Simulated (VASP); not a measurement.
# GaN (P6_3mc) in VASP: notebook, part 2 of 2

VASP 6.6.1. Earlier steps stand in the parts before.

### 3 Single point, PBE

INCAR

```
PREC = Accurate
ENCUT = 400
EDIFF = 1E-7
ISMEAR = 0
SIGMA = 0.05
LREAL = F
LASPH = T
NELM = 100
ALGO = Normal
ISIF = 2
LWAVE = F
LCHARG = F
GGA = PE
ADDGRID = F
```

KPOINTS

```
Automatic mesh
0
Gamma
  8 8 5
```

POSCAR

```
GaN
1.0
    3.1800000000      0.0000000000      0.0000000000
   -1.5900000000      2.7539607840      0.0000000000
    0.0000000000      0.0000000000      5.1660000000
Ga N
2 2
Direct
    0.6521390000      0.3316270000      0.5245870000
    0.3764220000      0.6884330000      0.0161300000
    0.6603830000      0.3218970000      0.8783140000
    0.3311160000      0.6688000000      0.3826530000
```

Potentials or basis: VASP PAW PBE potentials, release 64 (Ga, N).

The run is started by

```sh
$ cat potpaw_PBE.64/Ga/POTCAR potpaw_PBE.64/N/POTCAR > POTCAR
$ mpirun -np 1 vasp_std > vasp.out
```

OUTCAR:

```text
PREC = Accurate
   ENCUT = 400
   EDIFF = 1E-7
   ISMEAR = 0
   LREAL = F
   LASPH = T
   NELM = 100
   ISIF = 2
   GGA = PE

 Found    162 irreducible k-points:

 Following reciprocal coordinates:
            Coordinates               Weight
  0.000000  0.000000  0.000000      1.000000
  0.125000  0.000000  0.000000      2.000000
  0.000000  0.125000  0.000000      2.000000
 -0.125000  0.125000  0.000000      2.000000
  0.250000  0.000000  0.000000      2.000000
  0.000000  0.250000  0.000000      2.000000
   k-points           NKPTS =    162   k-points in BZ     NKDIM =    162   number of bands    NBANDS=     12
   number of dos      NEDOS =    301   number of ions     NIONS =      4
   total plane-waves  NPLWV =  20736
   dimension x,y,z NGX =    24 NGY =   24 NGZ =   36
   dimension x,y,z NGXF=    48 NGYF=   48 NGZF=   72
   ions per type =               2   2
   NGX,Y,Z   is equivalent  to a cutoff of  12.55, 12.55, 11.59 a.u.
   NGXF,Y,Z  is equivalent  to a cutoff of  25.09, 25.09, 23.17 a.u.
 SYSTEM =  unknown system
   PREC   = accura    normal or accurate (medium, high low for compatibility)
   ISTART =      0    job   : 0-new  1-cont  2-samecut
   ICHARG =      2    charge: 1-file 2-atom 10-const
   ISPIN  =      1    spin polarized calculation?
   LNONCOLLINEAR =      F non collinear calculations
   LSORBIT =      F    spin-orbit coupling
   LASPH  =      T    aspherical Exc in radial PAW
   ENCUT  =  400.0 eV  29.40 Ry    5.42 a.u.   5.19  5.19  8.42*2*pi/ulx,y,z
   NELM   =    100;   NELMIN=  2; NELMDL= -5     # of ELM steps
   EDIFF  = 0.1E-06   stopping-criterion for ELM
   LREAL  =      F    real-space projection
   EDIFFG = 0.1E-05   stopping-criterion for IOM
   NSW    =      0    number of steps for IOM
   IBRION =     -1    ionic relax: 0-MD 1-quasi-New 2-CG
   NFREE  =      0    steps in history (QN), initial steepest desc. (CG)
   ISIF   =      2    stress and relaxation
   ISYM   =      2    0-nonsym 1-usesym 2-fastsym
   POTIM  = 0.5000    time-step for ionic-motion
   TEBEG  =    0.0;   TEEND  =   0.0 temperature during run
   PSTRESS=    0.0 pullay stress
   NELECT =      16.0000    total number of electrons
   NUPDOWN=      -1.0000    fix difference up-down
   EMIN   =  10.00;   EMAX   =-10.00  energy-range for DOS
   EFERMI =   0.00;   METHOD = LEGACY
   ISMEAR =     0;   SIGMA  =   0.05  broadening in eV -4-tet -1-fermi 0-gaus
   EFERMI_NEDOS =   21; number of points for ismear=-14 and -15
   IALGO  =     38    algorithm
   IMIX   =      4    mixing-type and parameters
     AMIX     =   0.40;   BMIX     =  1.00
     AMIX_MAG =   1.60;   BMIX_MAG =  1.00
  volume/ion in A,a.u.               =      11.31        76.33
  Fermi-wavevector in a.u.,A,eV,Ry     =   1.157715  2.187764 18.235949  1.340304
  Thomas-Fermi vector in A             =   2.294324
   LORBIT       =      0    0 simple, 1 ext, 2 COOP (PROOUT), +10 PAW based schemes
   GGA     = PE    functional components
   LHFCALC =     F    Hartree Fock is set to
   AEXX    =    0.0000 exact exchange contribution
   IVDW    =     0    specifies the selected vdW correction
   LEPSILON=     F    determine dielectric tensor
   LRPA    =     F    only Hartree local field effects (RPA)
 non-spin polarized calculation
 Gauss-broadening in eV      SIGMA  =   0.05
  energy-cutoff  :      400.00
  volume of cell :       45.24
 maximum number of plane-waves:       834
 NGX is ok and might be reduce to    24
   NGX = 11   NGY = 11   NGZ = 17

 number of electron      16.0000002 magnetization

 Free energy of the ion-electron system (eV)
  ---------------------------------------------------
  ext. energy  EPLUGINS =         0.00000000
  ---------------------------------------------------
  free energy    TOTEN  =       -23.94229489 eV

  energy without entropy =      -23.94229489  energy(sigma->0) =      -23.94229489

 E-fermi :   3.5006     XC(G=0): -10.9100

 val. band max:        3.2643889905   @ k =   0.0000   0.0000   0.0000
 cond. band min:       5.1013123026   @ k =   0.0000   0.0000   0.0000
 fundamental gap:      1.8369233121
 Fermi energy:         3.5005500401

 k-point     1 :       0.0000    0.0000    0.0000
  band No.  band energies     occupation
      1     -12.9512      2.00000
      2     -10.4603      2.00000
      3      -4.2437      2.00000
      4       1.7190      2.00000
      5       2.2742      2.00000
      6       2.8164      2.00000
      7       3.0995      2.00000
      8       3.2644      2.00000
      9       5.1013      0.00000
     10       7.6313      0.00000
     11      12.2987      0.00000
     12      12.9002      0.00000

 k-point     2 :       0.1250    0.0000    0.0000
  band No.  band energies     occupation
      1     -12.7419      2.00000
      2     -10.3275      2.00000
      3      -4.0251      2.00000
      4       1.1859      2.00000
      5       1.4699      2.00000
      6       2.1079      2.00000
      7       2.6851      2.00000
      8       2.9842      2.00000
      9       6.1785      0.00000
     10       8.4792      0.00000
     11      11.6267      0.00000
     12      12.1620      0.00000

 k-point     3 :       0.0000    0.1250    0.0000
  band No.  band energies     occupation
      1     -12.7367      2.00000
      2     -10.3243      2.00000
      3      -4.0241      2.00000
      4       0.7764      2.00000
      5       1.8579      2.00000
      6       1.9829      2.00000
      7       2.6601      2.00000
      8       3.1212      2.00000
      9       6.1555      0.00000
     10       8.4658      0.00000
     11      11.8429      0.00000
     12      12.3310      0.00000

 k-point     4 :      -0.1250    0.1250    0.0000
  band No.  band energies     occupation
      1     -12.7379      2.00000
      2     -10.3231      2.00000
      3      -4.0248      2.00000
      4       0.8003      2.00000
      5       1.8130      2.00000
      6       1.9984      2.00000
      7       2.6635      2.00000
      8       3.1326      2.00000
      9       6.1677      0.00000
     10       8.4546      0.00000
     11      11.7243      0.00000
     12      12.4251      0.00000

 k-point     5 :       0.2500    0.0000    0.0000
  band No.  band energies     occupation
      1     -12.1520      2.00000
      2     -10.0061      2.00000
      3      -3.4197      2.00000
      4      -0.7647      2.00000
      5       0.4667      2.00000
      6       0.9189      2.00000
      7       2.1756      2.00000
      8       2.6742      2.00000
      9       7.4841      0.00000
     10       9.1943      0.00000
     11      10.2725      0.00000
     12      11.6489      0.00000

 k-point     6 :       0.0000    0.2500    0.0000
  band No.  band energies     occupation
      1     -12.1265      2.00000
      2      -9.9984      2.00000
      3      -3.4246      2.00000
      4      -1.0458      2.00000
      5       0.1966      2.00000
      6       1.2272      2.00000
      7       2.0822      2.00000
      8       2.8163      2.00000
      9       7.5008      0.00000
     10       9.2562      0.00000
     11      10.5751      0.00000
     12      11.7686      0.00000

 [... further k-points ...]

------------------------ aborting loop because EDIFF is reached ----------------------------------------

  FORCE on cell =-STRESS in cart. coord.  units (eV):
  Direction    XX          YY          ZZ          XY          YZ          ZX
  --------------------------------------------------------------------------------------
  -------------------------------------------------------------------------------------
  Total        1.0639088      3.0136440      6.7016793     -1.0644603     -0.6682121     -0.2605348
  in kB       37.6769460    106.7242841    237.3312632    -37.6964779    -23.6638629     -9.2264997
  external PRESSURE =     127.2441644 kB  Pullay stress =       0.0000000 kB

 VOLUME and BASIS-vectors are now :
 -----------------------------------------------------------------------------
  energy-cutoff  :      400.00
  volume of cell :       45.24
      direct lattice vectors                 reciprocal lattice vectors
     3.180000000  0.000000000  0.000000000     0.314465409  0.181556688  0.000000000
    -1.590000000  2.753960784  0.000000000     0.000000000  0.363113377  0.000000000
     0.000000000  0.000000000  5.166000000     0.000000000  0.000000000  0.193573364

 POSITION                                       TOTAL-FORCE (eV/Angst)
 -----------------------------------------------------------------------------------
      1.54652      0.91329      2.71002         0.417058      0.123598     -2.670060
      0.10241      1.89592      0.08333        -0.997376     -1.150122     -0.310396
      1.58820      0.88649      4.53737         0.882827      1.125202      2.040986
     -0.01044      1.84185      1.97679        -0.302508     -0.098678      0.939470
 -----------------------------------------------------------------------------------
    total drift:                                0.000221     -0.000137     -0.000716

  FREE ENERGIE OF THE ION-ELECTRON SYSTEM (eV)
  ---------------------------------------------------
  free  energy   TOTEN  =       -23.9422948883 eV

  energy  without entropy=      -23.9422948883  energy(sigma->0) =      -23.94229489
```

OSZICAR:

```text
N       E                     dE             d eps       ncg     rms          rms(c)
DAV:   1     0.524379990359E+02    0.52438E+02   -0.66030E+03  3936   0.964E+02
DAV:   2    -0.244667172624E+02   -0.76905E+02   -0.70064E+02  5528   0.202E+02
DAV:   3    -0.281920138365E+02   -0.37253E+01   -0.37018E+01  5128   0.492E+01
DAV:   4    -0.282274564212E+02   -0.35443E-01   -0.35407E-01  4552   0.511E+00
DAV:   5    -0.282280557582E+02   -0.59934E-03   -0.59925E-03  5000   0.611E-01    0.135E+01
DAV:   6    -0.240442200834E+02    0.41838E+01   -0.14857E+01  4728   0.284E+01    0.553E+00
DAV:   7    -0.240032261823E+02    0.40994E-01   -0.75507E-01  4272   0.658E+00    0.318E+00
DAV:   8    -0.239456715244E+02    0.57555E-01   -0.63829E-02  4860   0.243E+00    0.487E-01
DAV:   9    -0.239418374534E+02    0.38341E-02   -0.11427E-02  5120   0.858E-01    0.161E-01
DAV:  10    -0.239423034098E+02   -0.46596E-03   -0.14009E-03  4532   0.288E-01    0.518E-02
DAV:  11    -0.239422929574E+02    0.10452E-04   -0.90137E-05  5012   0.808E-02    0.163E-02
DAV:  12    -0.239422947262E+02   -0.17688E-05   -0.98656E-06  4448   0.278E-02    0.567E-03
DAV:  13    -0.239422950433E+02   -0.31714E-06   -0.14572E-06  4384   0.103E-02    0.235E-03
DAV:  14    -0.239422948887E+02    0.15463E-06   -0.11975E-07  3596   0.313E-03    0.141E-03
DAV:  15    -0.239422948883E+02    0.36880E-09   -0.44963E-08  2156   0.172E-03
   1 F= -.23942295E+02 E0= -.23942295E+02  d E =-.180571E-13
```

Wall time 26 s (1 thread of Intel Xeon 6975P-C (Granite Rapids), shared host); peak memory 0.2 GiB.

The run converged, but some of its settings lie outside the range that counts as converged, so its numbers aren't taken as properties of the crystal.

What came out:

- Free energy: -23.9423 eV
- Largest force: 2.705 eV/Å
- Band gap on the k mesh: 1.84 eV, direct

Caveat: the cutoff is under 1.25 times the usual one of these potentials, so pressure, stress and relaxed cells hold a basis-set (Pulay) error.

### 4 Single point, PBE

Edit INCAR of step 3 so:

```diff
@@ -1,3 +1,3 @@
 PREC = Accurate
-ENCUT = 400
+ENCUT = 450
 EDIFF = 1E-7
```

KPOINTS is that of step 3.

POSCAR

```
GaN
1.0
    3.1800000000      0.0000000000      0.0000000000
   -1.5900000000      2.7539607840      0.0000000000
    0.0000000000      0.0000000000      5.1660000000
Ga N
2 2
Direct
    0.6666666667      0.3333333333      0.5000000000
    0.3333333333      0.6666666667      0.0000000000
    0.6666666667      0.3333333333      0.8750000000
    0.3333333333      0.6666666667      0.3750000000
```

The run is started by

```sh
$ cat potpaw_PBE.64/Ga/POTCAR potpaw_PBE.64/N/POTCAR > POTCAR
$ mpirun -np 1 vasp_std > vasp.out
```

Run time: 7.3 s. Hardware: 1 thread of Intel Xeon 6975P-C (Granite Rapids), shared host; peak memory 0.15 GiB.

The run converged, but some of its settings lie outside the range that counts as converged, so its numbers aren't taken as properties of the crystal.

What came out:

```
Free energy            : -24.2258 eV
Largest force          : 0.172 eV/Å
Band gap on the k mesh : 2.06 eV, direct
```

Caveat: the cutoff is under 1.25 times the usual one of these potentials, so pressure, stress and relaxed cells hold a basis-set (Pulay) error.

### 5 The reference run

An earlier run on the cell as given: functional PBEsol; potentials or basis VASP PAW PBE potentials, release 64 (Ga_d, N); cutoff 520 eV; k mesh 10 × 10 × 5; occupations fermi-dirac, width 0.05 eV; no spin polarisation.

* Pressure: 0.8 GPa
* Largest force: 0.131 eV/Å
* Band gap on the k mesh: 1.93 eV, direct
